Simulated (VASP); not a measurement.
A run of VASP 6.6.1:

Contents of INCAR:

```
SYSTEM = WC
ALGO     = Normal         ! electronic algorithm
EDIFF    = 1E-6           ! SCF threshold, eV
ENCUT    = 520            ! plane-wave cutoff, eV
ISIF     = 2              ! what is computed and relaxed
ISMEAR   = -1             ! smearing method
LASPH    = .TRUE.         ! aspherical terms in the spheres
LCHARG   = .FALSE.        ! write CHGCAR
LMAXMIX  = 4              ! l up to which the mixer works
LMIXTAU  = .TRUE.       
LREAL    = .FALSE.        ! projectors in reciprocal space
LWAVE    = .FALSE.        ! write WAVECAR
METAGGA  = TPSS           ! meta-GGA
NELM     = 80             ! most SCF steps
PREC     = Accurate       ! precision mode
SIGMA    = 0.05           ! smearing width, eV
```

The input KPOINTS:

```
k-points
0
G
  6 6 6
  0 0 0
```

File POSCAR:

```
WC
1.0
    0.0000000000      2.8868000000      2.8868000000
    2.8868000000      0.0000000000      2.8868000000
    2.8868000000      2.8868000000      0.0000000000
W C
2 2
Direct
    0.5000000000      0.5000000000      0.5000000000
    0.7500000000      0.7500000000      0.7500000000
    0.0000000000      0.0000000000      0.0000000000
    0.2500000000      0.2500000000      0.2500000000
```

Contents of KPOINTS_OPT:

```
path GXWKGLUWLK,UX
10
line-mode
reciprocal
 0.0000000000  0.0000000000  0.0000000000  G
 0.5000000000  0.0000000000  0.5000000000  X

 0.5000000000  0.0000000000  0.5000000000  X
 0.5000000000  0.2500000000  0.7500000000  W

 0.5000000000  0.2500000000  0.7500000000  W
 0.3750000000  0.3750000000  0.7500000000  K

 0.3750000000  0.3750000000  0.7500000000  K
 0.0000000000  0.0000000000  0.0000000000  G

 0.0000000000  0.0000000000  0.0000000000  G
 0.5000000000  0.5000000000  0.5000000000  L

 0.5000000000  0.5000000000  0.5000000000  L
 0.6250000000  0.2500000000  0.6250000000  U

 0.6250000000  0.2500000000  0.6250000000  U
 0.5000000000  0.2500000000  0.7500000000  W

 0.5000000000  0.2500000000  0.7500000000  W
 0.5000000000  0.5000000000  0.5000000000  L

 0.5000000000  0.5000000000  0.5000000000  L
 0.3750000000  0.3750000000  0.7500000000  K

 0.6250000000  0.2500000000  0.6250000000  U
 0.5000000000  0.0000000000  0.5000000000  X
```

Potentials or basis: VASP PAW PBE potentials, release 64 (W_sv, C).

Launch:

```bash
$ cat potpaw_PBE.64/W_sv/POTCAR potpaw_PBE.64/C/POTCAR > POTCAR
$ mpirun -np 1 vasp_std > vasp.out
```

Hardware: 1 thread of Intel(R) Xeon(R) 6975P-C (Granite Rapids), on a shared host.

**Question.** How long does it take, and how much memory?

**Answer.** Run time: 2.4 min on 1 thread of Intel(R) Xeon(R) 6975P-C (Granite Rapids), on a shared host, peak memory 0.17 GiB. Counts: scf iterations 79, k points 16.
